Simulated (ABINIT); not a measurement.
Crystal: FePt (Tetraferroplatinum).

```
Pt Fe
1.0
     2.72350    0.00000    0.00000
     0.00000    2.72350    0.00000
     0.00000    0.00000    3.72000
Pt Fe
1 1
Cartesian
  1.3618 1.3618 1.8600
  0.0000 0.0000 0.0000
```

Program: ABINIT 10.8.3 (patched build). Alike in all runs: task single point; level PBE; potentials or basis JTH PAW PBE v2.0; spin collinear, ferromagnetic start; cell as given; cutoff (eV) 707; smearing fermi-dirac 0.05 eV. Hardware: 1 thread of Arm Neoverse V1 (shared host).

Question: Order these runs on this cell by their wall time, lowest first.
A. k mesh 10 × 10 × 7; mesh quality not flagged
B. k mesh 4 × 4 × 3; mesh quality coarse
C. k mesh 6 × 6 × 4; mesh quality coarse

Answer: B (36 s), C (73 s), A (190 s).

Caveats: some runs use coarse meshes.

Not every run made on this cell is shown here.
